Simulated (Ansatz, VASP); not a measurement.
**C62N in two plane-wave programs**

Wanted: the spread between two codes on one cell, functional and k mesh. The cell is taken from a series of runs on this material, whose earlier steps may have relaxed, scaled, displaced or heated it; both programs get it as it stands.

Main program and level: Ansatz 0.2.0; plane waves, with VASP 6.6.1 beside it; single point at HSE06.

**1. Starting point**

The cell holds 63 atoms: 62 C and 1 N. Its edges and angles: a = 7.143 Å, b = 7.143 Å, c = 7.143 Å, α = 90.0°, β = 90.0°, γ = 90.0°. It derives from C (C (Fd-3m)). Nearest the centre at fractional (0.438, 0.438, 0.562): N63 at 0.88 Å, C41 at 1.92 Å, C12 at 1.92 Å, C26 at 1.92 Å, C37 at 2.11 Å, C59 at 2.11 Å, C22 at 2.12 Å, C44 at 2.62 Å. The cell carries charge −1.

**2. Ansatz: single point, HSE06**

Ansatz runs on its default PAW (the set named soft_2) files.

With cell and atoms fixed, the geometry can't cause a difference; cores, projectors, grids and the points listed under the comparison can.

The input, input.yaml:

```yaml
crystal:
  lattice:
    - [7.14312472, 0.0, 0.0]
    - [0.0, 7.14312472, 0.0]
    - [0.0, 0.0, 7.14312472]
  atoms:
    - { symbol: C, position: [-0.00046388046, -0.00011833428, 0.00017281628] }
    - { symbol: C, position: [0.0009848846, 0.25008820892, 0.25090114847] }
    - { symbol: C, position: [0.24974253226, 0.00133036999, 0.25090126509] }
    - { symbol: C, position: [0.25021065254, 0.25055638834, 0.00074854135] }
    - { symbol: C, position: [0.12500066434, 0.12534619663, 0.12557202619] }
    - { symbol: C, position: [0.12644021942, 0.37698977057, 0.37631561866] }
    - { symbol: C, position: [0.37664402247, 0.12678645889, 0.37631562684] }
    - { symbol: C, position: [0.37570651569, 0.37605186901, 0.12616866304] }
    - { symbol: C, position: [0.00056279791, 0.00090882205, 0.49977047512] }
    - { symbol: C, position: [-0.00103968764, 0.25055634693, 0.74949815649] }
    - { symbol: C, position: [0.25021064986, -0.00069399009, 0.74949818605] }
    - { symbol: C, position: [0.2519296751, 0.25227582062, 0.50327598263] }
    - { symbol: C, position: [0.12425749655, 0.12460306352, 0.62537392458] }
    - { symbol: C, position: [0.12425731985, 0.37468063115, 0.87545151392] }
    - { symbol: C, position: [0.37433489448, 0.1246034276, 0.87545098711] }
    - { symbol: "N", position: [0.36593947334, 0.3662860532, 0.6337683204] }
    - { symbol: C, position: [0.00056266032, 0.50028400955, -0.00085396488] }
    - { symbol: C, position: [-0.0009839904, 0.74981831935, 0.25023630572] }
    - { symbol: C, position: [0.25000318592, 0.50341425135, 0.2499845134] }
    - { symbol: C, position: [0.24974269507, 0.74915327521, -0.00127584581] }
    - { symbol: C, position: [0.12281143023, 0.62398297482, 0.12311705849] }
    - { symbol: C, position: [0.12281136827, 0.876937605, 0.3760715692] }
    - { symbol: C, position: [0.35853035287, 0.63944497308, 0.36060937959] }
    - { symbol: C, position: [0.37479475288, 0.87628527279, 0.12376959692] }
    - { symbol: C, position: [-0.00049841053, 0.50020970954, 0.49984476636] }
    - { symbol: C, position: [0.00098479176, 0.74915345087, 0.74996627439] }
    - { symbol: C, position: [0.25192957914, 0.49677845602, 0.74777905652] }
    - { symbol: C, position: [0.25000318558, 0.75007004677, 0.4966403017] }
    - { symbol: C, position: [0.12644028705, 0.62373873202, 0.62306472767] }
    - { symbol: C, position: [0.12500066451, 0.874482531, 0.87470834317] }
    - { symbol: C, position: [0.3766442198, 0.62373889721, 0.87326825363] }
    - { symbol: C, position: [0.37570656918, 0.87388601265, 0.62400245967] }
    - { symbol: C, position: [0.49993827078, 0.00090881852, -0.00085412476] }
    - { symbol: C, position: [0.50306887231, 0.25034910157, 0.24998478943] }
    - { symbol: C, position: [0.74947293446, -0.00063843367, 0.25023585766] }
    - { symbol: C, position: [0.74880774313, 0.25008812355, -0.00127600718] }
    - { symbol: C, position: [0.62363739672, 0.12315720268, 0.12311688779] }
    - { symbol: C, position: [0.63909760816, 0.35887807818, 0.3606112372] }
    - { symbol: C, position: [0.87659182878, 0.12315726676, 0.37607146774] }
    - { symbol: C, position: [0.87593937161, 0.37514046705, 0.12376951795] }
    - { symbol: C, position: [0.49986422818, -0.00015207603, 0.4998446534] }
    - { symbol: C, position: [0.4964326941, 0.25227633119, 0.74777847134] }
    - { symbol: C, position: [0.748807742, 0.0013304142, 0.74996647061] }
    - { symbol: C, position: [0.74972405829, 0.25034924182, 0.49663999766] }
    - { symbol: C, position: [0.6233931732, 0.12678669445, 0.62306475703] }
    - { symbol: C, position: [0.62339325459, 0.3769899711, 0.87326811628] }
    - { symbol: C, position: [0.87413691888, 0.12534623588, 0.87470824177] }
    - { symbol: C, position: [0.87353994508, 0.37605194631, 0.62400247284] }
    - { symbol: C, position: [0.49986430104, 0.50020991077, 0.00020702462] }
    - { symbol: C, position: [0.49826758027, 0.74897386144, 0.25108088643] }
    - { symbol: C, position: [0.74862791091, 0.49861260364, 0.25108098542] }
    - { symbol: C, position: [0.74947277817, 0.74981856267, 0.00069309548] }
    - { symbol: C, position: [0.62377095199, 0.6241164621, 0.12592834431] }
    - { symbol: C, position: [0.62377092392, 0.87412652707, 0.37593812069] }
    - { symbol: C, position: [0.87378037811, 0.62411653055, 0.37593802002] }
    - { symbol: C, position: [0.87393092836, 0.8742763546, 0.12577817451] }
    - { symbol: C, position: [0.50306888858, 0.75006982696, 0.74970547052] }
    - { symbol: C, position: [0.74972431777, 0.50341461062, 0.74970556487] }
    - { symbol: C, position: [0.74862809366, 0.74897386353, 0.50144169629] }
    - { symbol: C, position: [0.63909855524, 0.63944414243, 0.64117744361] }
    - { symbol: C, position: [0.62363739694, 0.87693757024, 0.87689754718] }
    - { symbol: C, position: [0.87659183104, 0.62398305687, 0.87689741979] }
    - { symbol: C, position: [0.87593938286, 0.87628536194, 0.62491406737] }
  host:
    repeats: [2, 2, 2]
    atoms:
      - { symbol: C, position: [0.0, 0.0, 0.0] }
      - { symbol: C, position: [0.0, 0.5, 0.5] }
      # ... 6 more atoms of the perfect host
total_charge: -1
basis:
  ecutwfc: 420
  xc_grid: 2
hamiltonian:
  xc: hse06
kpoints:
  mp_grid: { grid: [1, 1, 1] }
magnetization:
  spin_polarized: true
  initial_magnetization: 2
  spin_locking: { lock_magnetization: hard }
scf:
  occupations: { method: fermi_dirac, width: 0.01 }
  max_iter: 80
  n_extra_bands: 16
  lower_state_search: "off"
output:
  forces: true
checkpoint:
  read: "../exc.ground.qm1_M2.run"
  write: "../exc0_qm1_M2.ground.l1.25.run"
  compress: false
  write_wavefunctions: false
  write_every: 100000
```

Started as:

```bash
$ ansatz run input.yaml --threads 4 --pin off --max-ram 11304MiB --backend cpu --events-out ev --progress --plain --runs-dir out
```

Output:

```text
Warning: the atoms were moved onto the symmetric positions of the space group found under crystal.symmetry.tolerance 1.0e-5 (fractional; no operation is sought that the atoms, as they stand in a round, miss by more than twice it, and no atom is moved by as much as it), and the run uses the moved positions. Before a round's move an operation carried an atom to 2.20e-5 Å from where it should land, the largest such dist [...]
[...]
Free energy (F): -15912.463394 eV
Frozen-core exchange: fock
Harris-Foulkes:  -15912.463394 eV  (|F-HF|=1.06e-10)
Internal energy: -15912.463394 eV  (E = F + TS)
E sigma→0 (E₀):  -15912.463394 eV
Fermi energy:    15.200828 (↑ 15.850345, ↓ 15.200827) eV
--- Per-component energies (eV) ---
  E_band       = 651.077576
  E_kinetic    = 5874.783543
  E_local      = -4197.672917  (includes V_loc(G=0)·N_el)
  E_nonlocal   = 1666.823934
  E_hartree    = 971.555741
  E_xc         = -2500.975555
  E_vxc        = -3074.667389  (∫ρ·V_xc dr)
  E_exx        = -582.937874  (= α·E_x^exact, valence–valence)
  E_paw        = -6284.907100  (= ΣΔE_a)
  E_vpaw       = -395.426395  (= ΣTr[D̂ρ^β])
  E_aug_tail   = 0.000649  (compensation charges beyond the density's cutoff)
  E_ewald      = -10858.044139
  E_core_change = -1.089678  (= ΣΔE_core)
  E_smearing   = -0.000000  (= −TS)
  E_closure    = 0.000001  (closes the sum)
  E_deformation_potential = -21.108035  (in the stress; not in F)
  Σ components = -15912.463394   (vs F -15912.463394, Δ=1.82e-12)
--- Forces (eV/Å), atoms counted from 1 ---
  atom   1  C     -0.02512321    -0.02512321     0.02512321
  atom   2  C     -0.06584381    -0.02819601    -0.04949532
  atom   3  C     -0.02819601    -0.06584381    -0.04949532
  atom   4  C     -0.06225408    -0.06225408    -0.00492837
  atom   5  C      0.07321994     0.07321994    -0.02200681
  atom   6  C      0.09529784     0.03371522     0.01485820
  atom   7  C      0.03371522     0.09529784     0.01485820
  atom   8  C      0.01838945     0.01838945    -0.07862819
  atom   9  C     -0.17294088    -0.17294088     0.33480174
  atom  10  C      0.00492837    -0.06225408     0.06225408
  atom  11  C     -0.06225408     0.00492837     0.06225408
  atom  12  C     -0.16052146    -0.16052146     0.58787981
  atom  13  C      0.08989490     0.08989490    -0.34757831
  atom  14  C      0.08989490     0.34757831    -0.08989490
  atom  15  C      0.34757831     0.08989490    -0.08989490
  atom  16  N     -0.36770160    -0.36770160     0.36770160
  atom  17  C     -0.17294088    -0.33480174     0.17294088
  atom  18  C     -0.15197711    -0.04207370     0.04207370
  atom  19  C     -0.05941494    -0.56105328     0.04726108
  atom  20  C     -0.02819601     0.04949532     0.06584381
  atom  21  C      0.15647840     0.28197444    -0.02623522
  atom  22  C      0.15647840     0.02623522    -0.28197444
  atom  23  C      1.44505686    -0.20106753     0.20106753
  atom  24  C      0.32806054     0.13591825    -0.13591825
[...]
atom  56  C      0.12566205     0.12566205    -0.12566205
  atom  57  C     -0.56105328    -0.04726108     0.05941494
  atom  58  C     -0.04726108    -0.56105328     0.05941494
  atom  59  C      0.28288172     0.28288172     0.51077188
  atom  60  C     -0.20106753    -0.20106753    -1.44505686
  atom  61  C      0.28197444     0.02623522    -0.15647840
  atom  62  C      0.02623522     0.28197444    -0.15647840
  atom  63  C      0.13591825     0.13591825    -0.32806054
  max |Σ_I F_I| component: 2.04e-5 eV/Å
--- Band table (eV) ---
  k-point 0 ↑: bands = ["-11.2800", "-9.5013", "-8.8389", "-8.8389", "-8.7320", "-8.7320", "-8.4004", "-7.3481", "-6.5203", "-6.5203", "-6.5057", "-6.5057", "-6.4202", "-6.3942", "-6.3942", "-6.2822", "-6.2197", "-6.2197", "-5.6980", "-5.2479", "-4.9876", "-4.9876", "-4.4347", "-2.2871", "-2.2871", "-2.2720", "-2.2343", "-2.1117", "-1.8234", "-1.8234", "-1.7031", "-1.7031", "-1.6327", "-1.3715", "-1.1291", "-1.1291", [...]
  k-point 0 ↓: bands = ["-11.2475", "-9.4848", "-8.8098", "-8.8098", "-8.6730", "-8.6730", "-8.3514", "-7.3282", "-6.4960", "-6.4960", "-6.4431", "-6.4431", "-6.3856", "-6.3384", "-6.3384", "-6.2686", "-6.1744", "-6.1744", "-5.6456", "-5.2250", "-4.9146", "-4.9146", "-4.2359", "-2.2658", "-2.2658", "-2.2446", "-2.2106", "-2.0272", "-1.8008", "-1.8008", "-1.6548", "-1.6548", "-1.6013", "-1.3239", "-1.1156", "-1.1156", [...]
  guard bands above this table: 15 of the run's 144 bands. The solve was not asked for them (output.publish_guard_bands: true or output.eigenvalues: true publishes all)
```

**3. VASP: single point, HSE06**

The same cell, functional, mesh and smearing now go to VASP, with its own data sets.

Lines of VASP's logs that name or quote its potential files are left out, and so is its time.

The run reads the wave functions of an earlier VASP run, which isn't shown here.

The input, INCAR:

```
SYSTEM = C62N
PREC = Accurate
ENCUT = 520
EDIFF = 1E-06
NELM = 100
ISMEAR = -1
SIGMA = 0.01
LREAL = Auto
ALGO = Normal
LHFCALC = .TRUE.
AEXX = 0.25
GGA = PE
HFSCREEN = 0.208
LASPH = .TRUE.
NELECT = 254
NBANDS = 171
ISPIN = 2
MAGMOM = 0 -0 -0 -0 0 0.01 0.01 0.01 0.01 -0 -0 -0 0 0 0 0.01 -0 -0.01 -0 0.02 0.02 0.26 0.02 -0 -0 -0 -0.01 0.01 0 0.01 0.01 0.01 -0.01 -0 -0 0.02 0.26 0.02 0.02 -0 -0 -0 -0.01 0.01 0.01 0 0.01 -0 -0.01 -0.01 -0 0.01 0.01 0.01 0 -0.01 -0.01 -0.01 0.26 0.02 0.02 0.02 0
PRECFOCK = Fast
LORBIT = 11
LWAVE = .FALSE.
LCHARG = .FALSE.
ISIF = 2
NUPDOWN = 2
```

The input, POSCAR:

```
C62N
1.0
    7.1431247189      0.0000000000      0.0000000000
    0.0000000000      7.1431247189      0.0000000000
    0.0000000000      0.0000000000      7.1431247189
C N
62 1
Direct
    0.9995361195      0.9998816657      0.0001728163
    0.0009848846      0.2500882089      0.2509011485
    0.2497425323      0.0013303700      0.2509012651
    0.2502106525      0.2505563883      0.0007485413
    0.1250006643      0.1253461966      0.1255720262
    0.1264402194      0.3769897706      0.3763156187
    0.3766440225      0.1267864589      0.3763156268
    0.3757065157      0.3760518690      0.1261686630
    0.0005627979      0.0009088221      0.4997704751
    0.9989603124      0.2505563469      0.7494981565
    0.2502106499      0.9993060099      0.7494981861
    0.2519296751      0.2522758206      0.5032759826
    0.1242574965      0.1246030635      0.6253739246
    0.1242573199      0.3746806311      0.8754515139
    0.3743348945      0.1246034276      0.8754509871
    0.0005626603      0.5002840096      0.9991460351
    0.9990160096      0.7498183194      0.2502363057
    0.2500031859      0.5034142514      0.2499845134
    0.2497426951      0.7491532752      0.9987241542
    0.1228114302      0.6239829748      0.1231170585
    0.1228113683      0.8769376050      0.3760715692
    0.3585303529      0.6394449731      0.3606093796
    0.3747947529      0.8762852728      0.1237695969
    0.9995015895      0.5002097095      0.4998447664
    0.0009847918      0.7491534509      0.7499662744
    0.2519295791      0.4967784560      0.7477790565
    0.2500031856      0.7500700468      0.4966403017
    0.1264402871      0.6237387320      0.6230647277
    0.1250006645      0.8744825310      0.8747083432
    0.3766442198      0.6237388972      0.8732682536
    0.3757065692      0.8738860127      0.6240024597
    0.4999382708      0.0009088185      0.9991458752
    0.5030688723      0.2503491016      0.2499847894
    0.7494729345      0.9993615663      0.2502358577
    0.7488077431      0.2500881236      0.9987239928
    0.6236373967      0.1231572027      0.1231168878
    0.6390976082      0.3588780782      0.3606112372
    0.8765918288      0.1231572668      0.3760714677
    0.8759393716      0.3751404670      0.1237695179
    0.4998642282      0.9998479240      0.4998446534
    0.4964326941      0.2522763312      0.7477784713
    0.7488077420      0.0013304142      0.7499664706
    0.7497240583      0.2503492418      0.4966399977
    0.6233931732      0.1267866944      0.6230647570
    0.6233932546      0.3769899711      0.8732681163
    0.8741369189      0.1253462359      0.8747082418
    0.8735399451      0.3760519463      0.6240024728
    0.4998643010      0.5002099108      0.0002070246
    0.4982675803      0.7489738614      0.2510808864
    0.7486279109      0.4986126036      0.2510809854
    0.7494727782      0.7498185627      0.0006930955
    0.6237709520      0.6241164621      0.1259283443
    0.6237709239      0.8741265271      0.3759381207
    0.8737803781      0.6241165306      0.3759380200
    0.8739309284      0.8742763546      0.1257781745
    0.5030688886      0.7500698270      0.7497054705
    0.7497243178      0.5034146106      0.7497055649
    0.7486280937      0.7489738635      0.5014416963
    0.6390985552      0.6394441424      0.6411774436
    0.6236373969      0.8769375702      0.8768975472
    0.8765918310      0.6239830569      0.8768974198
    0.8759393829      0.8762853619      0.6249140674
    0.3659394733      0.3662860532      0.6337683204
```

The input, KPOINTS:

```
Automatic mesh
0
Gamma
1 1 1
0 0 0
```

Potentials, in the order of the species: C and N (PBE family, release 64).

Started as:

```bash
$ export OMP_NUM_THREADS=3
$ mpirun -np 1 vasp_gam
```

Output:

```text
[banner, memory and clock lines left out]
running    1 mpi-ranks, on    1 nodes
[...]
Offloading initialized ...    1 GPUs detected
[...]
LDA part: xc-table for (Slater+PW92), standard interpolation
 found WAVECAR, reading the header
 POSCAR, INCAR and KPOINTS ok, starting setup
[...]
reading WAVECAR
 the WAVECAR file was read successfully
 initial charge from wavefunction
 entering main loop
       N       E                     dE             d eps       ncg     rms          rms(c)
DAV:   1    -0.641948187410E+03   -0.64195E+03   -0.85655E+00   728   0.779E+00    0.411E+00
DAV:   2    -0.641977509592E+03   -0.29322E-01   -0.17458E-01   792   0.984E-01    0.246E+00
DAV:   3    -0.641959892909E+03    0.17617E-01   -0.18391E-02   816   0.339E-01    0.134E+00
DAV:   4    -0.641954908429E+03    0.49845E-02   -0.55798E-03   808   0.188E-01    0.710E-01
[...]
DAV:   9    -0.641953007604E+03    0.90543E-05   -0.46546E-06   733   0.649E-03    0.336E-02
DAV:  10    -0.641953005391E+03    0.22134E-05   -0.13045E-06   488   0.358E-03    0.185E-02
DAV:  11    -0.641953005098E+03    0.29246E-06   -0.45221E-07   424   0.225E-03
   1 F= -.64195301E+03 E0= -.64195301E+03  d E =-.249943E-12  mag=     2.0000
```

From OUTCAR (step 3):

```text
  FREE ENERGIE OF THE ION-ELECTRON SYSTEM (eV)
  ---------------------------------------------------
  free  energy   TOTEN  =      -641.9530050983 eV

  energy  without entropy=     -641.9530050983  energy(sigma->0) =     -641.95300510

 magnetization (x)
# of ion       s       p       d       tot
------------------------------------------
    1       -0.000   0.001   0.000   0.001
    2       -0.000  -0.002   0.000  -0.002
    3       -0.000  -0.002   0.000  -0.002
    4       -0.000  -0.002   0.000  -0.002
    5        0.000   0.001   0.000   0.002
    6        0.001   0.007   0.000   0.008
    7        0.001   0.007   0.000   0.008
    8        0.001   0.012   0.000   0.012
    9       -0.000   0.012   0.000   0.012
   10       -0.000  -0.002   0.000  -0.002
   11       -0.000  -0.002   0.000  -0.002
   12       -0.000  -0.000   0.000  -0.000
   13        0.000   0.004   0.000   0.004
[...]
--------------------------------------------------
tot          0.119   1.173   0.000   1.291

[... 1 further part left out ...]
```

The run ends at a pressure of -0.20 GPa, with forces up to 1.5 eV/Å.

**4. Differences**

Known differences besides the potentials themselves: exact exchange at q = 0 is treated differently, which shows on coarse meshes; VASP keeps PBE cores, Ansatz makes them for the functional; the cutoff is 420 eV in Ansatz and 520 eV in VASP (PREC = Accurate, projectors in real space); VASP takes a coarser grid for exact exchange (PRECFOCK = Fast); site moments are counted in spheres of each program's own size. Total energies have different zeros and are not compared.

Both answers:

```
                             quantity  Ansatz  VASP  difference
total moment, fixed by the input (μB)    2.00  2.00        0.00
                   moment on C22 (μB)    0.26  0.35       -0.09
                   moment on C37 (μB)    0.26  0.35       -0.09
                   moment on C59 (μB)    0.26  0.35       -0.09
```

Forces on 10 of the 63 atoms, those with the largest forces and the largest differences (eV/Å; atoms numbered as in POSCAR):

```
atom          Ansatz x, y, z            VASP x, y, z
 C12   -0.161, -0.161, 0.588   -0.164, -0.164, 0.564
 C22    1.445, -0.201, 0.201    1.455, -0.210, 0.210
 C26   -0.161, -0.588, 0.161   -0.164, -0.564, 0.164
 C37    -0.201, 1.445, 0.201    -0.210, 1.455, 0.210
 C41   -0.588, -0.161, 0.161   -0.564, -0.164, 0.164
 C49   -0.511, 0.283, -0.283   -0.495, 0.277, -0.277
 C50   0.283, -0.511, -0.283   0.277, -0.495, -0.277
 C58     0.283, 0.283, 0.511     0.277, 0.277, 0.495
 C59  -0.201, -0.201, -1.445  -0.210, -0.210, -1.455
 N63   -0.368, -0.368, 0.368   -0.364, -0.364, 0.364
```

The forces differ by 5.8 meV/Å r.m.s., which is 2.1 % of the r.m.s. force of 0.270 eV/Å (both taken over all components). The cell carries a charge of -1 e against a uniform background, so its pressure also hangs on how the neutralising background is counted, and in a defect's cell a gap may be the spacing between its levels.

**5. Results**

- r.m.s. force difference (single point, HSE06): 2.1 % of the r.m.s. force

What this shows: The r.m.s. force difference is 2.1 % of the r.m.s. force (single point, HSE06), within the 3 % picked in this series as the mark of a large difference. Such differences can come from data sets, numerical settings and the points named under the comparisons, not from the functional's error against experiment.

[Lines on the potential files, build, host, timing and source positions are cut from VASP's logs without a mark.]

[Logs are printed without paths, hosts, clocks, repeated set-up lines and the standing remarks that a program may print on its own settings, such as how far it seeks lower states.]

[Hosts, paths, dates, database ids (printed as entryN), source tags and the programs' standing remarks are cut or masked in the printed files.]
